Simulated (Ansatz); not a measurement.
Input of an Ansatz 0.2.0 run:

Contents of input:

```
crystal:
  lattice:
    - [0.0, 2.88574, 5.115665]
    - [2.630497, 0.0, 5.115665]
    - [2.630497, 2.88574, 0.0]
  atoms:
    - { symbol: Ge, position: [0.72649, 0.27351, 0.72649] }
    - { symbol: Ge, position: [0.27351, 0.72649, 0.27351] }
    - { symbol: Ge, position: [0.218133, 0.218133, 0.781867] }
    - { symbol: Ge, position: [0.781867, 0.781867, 0.218133] }
hamiltonian:
  xc: { exchange: pbe, correlation: pbe, exx: { coeff: 0.05, omega: 0.2 } }
  pseudopotentials: { kind: paw }
kpoints:
  mp_grid: { grid: [4, 4, 4] }
scf:
  occupations: { method: fermi_dirac, width: 0.05 }
output:
  forces: true
  stress: true
  eigenvalues: true
```

Problem. Estimate the largest force.

Solution. 0.175 eV/Å.

Problem. Predict the pressure.

Solution. -0.7 GPa.

Problem. Predict the band gap on the k mesh.

Solution. None (metal or under the smearing width).

Forces in eV/Å, atoms in the order of the input:
```
Ge   0.000  0.175  0.000
Ge   0.000 -0.175  0.000
Ge   0.000  0.000 -0.151
Ge   0.000  0.000  0.151
```

Caveat: the k mesh is coarse (spacing up to 0.43 Å⁻¹), so the values aren't converged, least of all with exact exchange; the PAW data sets come from PBE, with cores solved anew for the run's functional, which leaves a small shift of forces and pressure; the thresholds are loose for stress.
